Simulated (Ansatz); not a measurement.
# Lattice dynamics of NaH (Fm-3m), part 3 of 3

The cell of NaH (Fm-3m) is at rest. What are its phonons? After the zone centre comes a 4×4×4 q mesh on a 8×8×8 k mesh.

Ansatz 0.2.0; DFT PBE, scalar-relativistic, plane waves, PAW; PAW set soft_1.

So far, highest frequency on the path or at a solved wavevector (cm⁻¹): step 3 (response at finite wavevector) 890.

## 4. Finite displacements in a supercell

Finite displacements in a 2×2×2 supercell give force constants from forces alone. They are exact at the wavevectors that the supercell holds, where they check the linear-response result.

input.yaml reads:

```yaml
crystal:
  lattice:
    - [0.0, 2.4160895472, 2.4160895472]
    - [2.4160895472, 0.0, 2.4160895472]
    - [2.4160895472, 2.4160895472, 0.0]
  atoms:
    - { symbol: Na, position: [0.0, 0.0, 0.0] }
    - { symbol: H, position: [0.5, 0.5, 0.5] }
kpoints:
  mp_grid: { grid: [8, 8, 8] }
hamiltonian:
  xc: pbe
  pseudopotentials: { kind: paw, azcp: { folder: soft_1 } }
scf:
  occupations: { method: fixed }
output:
  eigenvalues: true
phonons:
  method: fd
  supercell: [2, 2, 2]
  temperatures: { t_max: 1000, t_step: 50 }
  qpath:
    path:
      - [[0.0, 0.0, 0.0], [0.5, 0.0, 0.5], [0.625, 0.25, 0.625]]
      - [[0.375, 0.375, 0.75], [0.0, 0.0, 0.0], [0.5, 0.5, 0.5], [0.5, 0.25, 0.75], [0.5, 0.0, 0.5]]
    npoints: 10
  non_analytic_term:
    high_frequency_dielectric_tensor: [[3.1171, 0.0, 0.0], [0.0, 3.1171, 0.0], [0.0, 0.0, 3.1171]]
    born_effective_charges:
      - { species: Na, tensor: [[0.9724, 0.0, 0.0], [0.0, 0.9724, 0.0], [0.0, 0.0, 0.9724]] }
      - { species: H, tensor: [[-0.9724, 0.0, 0.0], [0.0, -0.9724, 0.0], [0.0, 0.0, -0.9724]] }
    source: "zone-centre run at this cell"
```

Started as:

```bash
$ ansatz run input.yaml --threads 4 --pin off --max-ram 10240MiB --backend cpu --events-out ev --progress --plain --runs-dir out
```

Numbers of over 12 decimals in the logs are rounded to 6 here.

Output:

```text
[...]
Crystal: 16 atoms, lattice volume = 225.662 Å³
Basis set: ecut = 420 eV, 4477 PW (Γ), exchange–correlation on 96×96×96 points (8 copies of the dense FFT grid, shifted against one another)
Bands: 56, of which v1, the nominal top of the filled ones, is band 40 counted from 1 (39 counted from 0)
Symmetry: 384 space group operations
k-points: 8 of 64
[...]
SCF iter   1: F=—  HF=-12021.452654 eV  |F-HF|=—  |Δ(HF+E_count)|=         —  Δρ=9.80e-9  dr2=1.27e-13  ethr=1.00e-12  ⟨swp⟩=3.0  Hψ=1111  notcnv=0
[...]
SCF iter   2: F=-12021.452654 eV  HF=-12021.452654 eV  |F-HF|=3.64e-12  |Δ(HF+E_count)|=  1.82e-12  Δρ=4.82e-9  dr2=2.90e-14  ethr=1.00e-12  ⟨swp⟩=2.9  Hψ=839  notcnv=0
SCF 1 converged in 2 iterations: F = -12021.452654 eV  dr2 = 2.90e-14
[...]
Symmetry: 8 space group operations
k-points: 13 of 64 (time reversal used)
iter 1 solved again at ethr=9.96e-9 eV; its pass at ethr=3.10e-3 eV (dr2=7.97e-6 eV) is discarded
[...]
SCF iter   6: F=-12021.452648 eV  HF=-12021.452648 eV  |F-HF|=1.09e-11  |Δ(HF+E_count)|=  3.09e-11  Δρ=6.89e-8  dr2=5.31e-12  ethr=1.00e-12  ⟨swp⟩=5.0  Hψ=2443  notcnv=0
SCF 2 converged in 6 iterations: F = -12021.452648 eV  dr2 = 5.31e-12
[...]
SCF iter   6: F=-12021.452649 eV  HF=-12021.452649 eV  |F-HF|=7.28e-12  |Δ(HF+E_count)|=  1.09e-10  Δρ=3.50e-8  dr2=2.79e-12  ethr=1.00e-12  ⟨swp⟩=5.2  Hψ=2854  notcnv=0
SCF 3 converged in 6 iterations: F = -12021.452649 eV  dr2 = 2.79e-12
[...]
SCF converged after 2 iterations
Free energy (F): -12021.452654 eV
[...]
Internal energy: -12021.452654 eV  (E = F + TS)
E sigma→0 (E₀):  -12021.452654 eV
Fermi energy:    0.743650 eV
[...]
--- Band table (eV; the first three rows and the last of 8) ---
  k-point 0: bands = [... 36 lower, -0.1151, 0.5682, 0.5682, 0.5682, 4.5065, 4.5065, 4.5065, 4.5065, ... 12 higher]
  k-point 1: bands = [... 36 lower, -0.0650, 0.4046, 0.4046, 0.4046, 4.9024, 4.9024, 4.9024, 5.6223, ... 12 higher]
  k-point 2: bands = [... 36 lower, 0.1168, 0.1168, 0.1168, 0.1168, 5.7904, 5.7904, 5.7904, 5.7904, ... 12 higher]
  k-point 7: bands = [... 36 lower, 0.3989, 0.3989, 0.3989, 0.3989, 6.3171, 6.3171, 6.3171, 6.3171, ... 12 higher]
--- Phonons: 2 displaced members + reference (amplitude 0.0025 Å, Σ member SCF iterations 12) ---
  symmetry images taken by strict's conditions (phonons.symmetry_images: auto; settled by no image being taken that strict refuses)
  ASR residual: 1.963e-4 → 0.000e0 eV/Å²; symmetrization residual: 1.343e-4 eV/Å²
  largest component of a force at the reference: 9.5e-29 eV/Å
  ASR residual per site (eV/Å²): 1.24e-4 1.96e-4
  Γ frequencies (cm⁻¹): 0.00 0.00 0.00 493.86 493.86 493.86
[...]
```

It took 5.1 s on 4 threads of Arm Neoverse V1, shared host; peak memory 0.67 GiB.

This step gave:

```yaml
atoms_in_the_supercell: 16
sum_rule_residual_before_enforcement: 1.96e-4 eV/Å²
```

Interpolated from a 2×2×2 supercell, rough between the solved points, with the LO-TO term (at Γ the limit along the path; where Γ stands inside the path, tables give the limit on arrival). The phonon branches at the labelled points (cm⁻¹):

```csv
point,branch 1,branch 2,branch 3,branch 4,branch 5,branch 6
Γ,0,0,0,494,494,890
halfway,109,109,163,577,577,858
X,137,137,199,668,668,841
halfway,135,150,196,660,687,825
U,131,176,188,640,734,781
jump to K,131,176,188,640,734,781
halfway,99,124,177,542,591,863
Γ,0,0,0,494,494,890
halfway,90,90,166,530,530,886
L,119,119,237,566,566,881
halfway,127,150,213,608,664,826
W,151,176,176,678,744,744
halfway,144,151,193,673,688,810
X,137,137,199,668,668,841
```

The phonon branches as a text plot (rows in cm⁻¹):

```
    871 |*******                *********************
    834 |       ********     ***                     **       ***
    797 |               *** *                          **   **
    760 |                  *                             ***
    723 |                ** *                           ** **
    686 |            ****                              * ********
    649 |         *** *****  **                      ** *
    612 |       **         **  *                    ****
    575 |      *             *****             ******
    538 |   ***                 ****       ****
    501 |***                      *********
    463 |
    426 |
    389 |
    352 |
    315 |
    278 |
    241 |                                      ******
    204 |        ***************             **      ****   *****
    167 |      **      ******** **          *         ********
    130 |   *** ***************** **       *   ***********  *****
     93 |  *****               ******     *****
     56 | **                      ****   **
     19 |**                          ****
         Γ           X  U|K            Γ         L        W     X
```

Tetrahedra on a 22×22×22 mesh, mean over bins of 10 cm-1. Interpolated from a 2×2×2 supercell, rough between the solved points. Phonon density of states against wavenumber; read off at these points:

```
wavenumber (cm⁻¹)  phonon density of states (1/cm⁻¹/cell)
                5                                  1.0e-5
               25                                  2.5e-4
               55                                 0.00155
               75                                 0.00363
              105                                  0.0139
              125                                  0.0444
              145                                  0.0238
              175                                  0.0101
              195                                  0.0371
              225                                 0.00582
              245                                       0
              265                                       0
              295                                       0
              315                                       0
              345                                       0
              365                                       0
              385                                       0
              415                                       0
              435                                       0
              465                                       0
              485                                       0
              515                                 0.00341
              535                                 0.00546
              555                                 0.00827
              575                                  0.0129
              585                                  0.0127
              605                                  0.0125
              635                                  0.0121
              655                                  0.0119
              675                                 0.00723
              705                                 0.00495
              725                                 0.00353
              755                                  5.5e-4
              775                                 0.00326
              795                                 0.00541
              825                                 0.00949
              835                                  0.0114
              845                                  0.0109
              875                                  0.0110
              895                                  3.0e-5
```

At Γ the two methods differ by at most 0.0 cm⁻¹.

## 5. What came out

```
space group (within 0.01 Å)                             : Fm-3m
volume per atom                                         : 14.1 Å³
gap on the k-mesh                                       : 3.76 eV
highest optical mode at the zone centre (no LO-TO term) : 494 cm⁻¹
top of the zone-centre spectrum with the field          : 890 cm⁻¹
lowest optical zone-centre mode                         : 494 cm⁻¹
mean high-frequency dielectric constant                 : 3.12
mean static dielectric constant                         : 10.1
largest Born charge (third of the trace)                : 0.972 e
lowest mode on the q mesh (acoustic modes at Γ apart)   : 89.3 cm⁻¹
highest frequency on the path or at a solved wavevector : 890 cm⁻¹
zero-point energy per atom                              : 78.6 meV
heat capacity at 300 K                                  : 17.3 J/(mol atoms K)
vibrational entropy at 300 K                            : 19.7 J/(mol atoms K)
Debye temperature (second moment)                       : 949 K
imaginary modes on the 4×4×4 q mesh                     : none
```

**Reading.** The structure is a minimum as far as tested: no mode is imaginary at the 8 irreducible wavevectors of the 4×4×4 mesh, and the softest away from the acoustic zeros lies at 89 cm⁻¹. Without the field, the optical modes at Γ form one degenerate level at 494 cm⁻¹. The highest mode in this list at Γ, 493.9 cm⁻¹, is mostly motion of H (96 % of the kinetic energy). With the macroscopic field of the longitudinal modes the top of the zone-centre spectrum lies at 890 cm⁻¹, against 494 cm⁻¹ without it. Lattice motion raises the mean dielectric constant from 3.117 to 10.12. The strongest infrared line is at 494 cm⁻¹. On the path and the mesh, the widest gap between branches runs from 237 to 494 cm⁻¹. Finite displacements and linear response differ by 0.0 cm⁻¹ in the highest zone-centre mode. These are harmonic frequencies at zero temperature: anharmonic shifts, linewidths and thermal expansion are left out.

[Logs are printed without paths, hosts, clocks, repeated set-up lines and the standing remarks that a program may print on its own settings, such as how far it seeks lower states.]

[Hosts, paths, dates, database ids (printed as entryN), source tags and the programs' standing remarks are cut or masked in the printed files.]
